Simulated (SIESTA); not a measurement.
BaTiO3:

```
CELL_PARAMETERS angstrom
3.99980 0.00000 0.00000
0.00000 3.99980 0.00000
0.00000 0.00000 4.01800
ATOMIC_POSITIONS crystal
Ba 0.00000 0.00000 0.00000
Ti 0.50000 0.50000 0.49000
O 0.00000 0.50000 0.51700
O 0.50000 0.00000 0.51700
O 0.50000 0.50000 0.01900
```

Base run:

- Program: SIESTA 5.4.2
- Functional: PBE
- Potentials or basis: PseudoDojo 0.4 standard (PBE files)
- Basis: DZP (energy shift 0.003 Ry; two zetas on semicore shells; d shell added on Ba)
- Grid cutoff: 800 Ry
- Energy shift: 0.003 Ry
- k mesh: 7 × 7 × 7
- Occupations: fermi-dirac, width 0.05 eV
- Spin: no spin polarisation

Its results: band gap on the k mesh 1.81 eV, indirect (least direct gap 1.99 eV); pressure 4.6 GPa; largest force 0.213 eV/Å.

Question: The run is repeated on the same cell with these changes: functional from PBE to BLYP. What comes out?

Answer: Band gap on the k mesh 1.85 eV, indirect (least direct gap 2.02 eV); pressure 10.8 GPa; largest force 0.139 eV/Å.

BLYP binds less tightly than PBE, so the same cell stands under more pressure.

Caveats: this set's barium file shifts pressures by up to 1 GPa against other sets; spin-orbit coupling is left out, which moves the levels of the heavy elements; the basis of atomic orbitals isn't converged, which shifts pressures, moduli and gaps; an odd mesh through Γ misses points on the zone boundary, where band edges often lie (some runs); the potentials were made for another functional, which shifts forces and pressure (some runs); the mesh misses the band edges, which the band path finds closer together (some runs).

Not every run made on this cell is shown here.
